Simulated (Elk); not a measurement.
An input for Elk 11.2.3 (patched build) (RbCl (Fm-3m)):

```
tasks
  0

xctype
  20

rgkmax
  8.5

gmaxvr
  18.0

lmaxapw
  10

lmaxo
  8

nxlo
  2

lorbcnd
  .true.

autolinengy
  .true.

tshift
  .false.

ngridk
  4 4 4

swidth
  0.0005

maxscl
  80

vkloff
  0.05 0.15 0.25

nempty
  10

sppath
  './'

avec
  -0.0000000000 6.1869633320 6.1869633320
  6.1869633320 0.0000000000 6.1869633320
  6.1869633320 6.1869633320 -0.0000000000

atoms
  2
  'Rb.in'
  1
  0.0000000000 0.0000000000 0.0000000000
  'Cl.in'
  1
  0.5000000000 0.5000000000 0.5000000000
```

The database entry behind the starting cell differs from later determinations by our own check (about 0.5 % short), so it need not match the best structure at ambient conditions.

```sh
OMP_NUM_THREADS=4 elk > log
```

Q: How long will it take on 4 threads of Arm Neoverse V1, shared host, and how much memory?

It took 32 s; on shared hardware allow 16 s to 65 s. Peak host memory was 0.23 GiB.

[Paths, hosts, dates, memory and timing lines, banners, echoed tables and standing remarks are left out of the program output.]

[Logs are printed without paths, hosts, clocks, repeated set-up lines and the standing remarks that a program may print on its own settings, such as how far it seeks lower states.]

[Runs of the session that timed out or met a known fault of the program may be left out.]

[Hosts, paths, dates, database ids (printed as entryN), source tags and the programs' standing remarks are cut or masked in the printed files.]
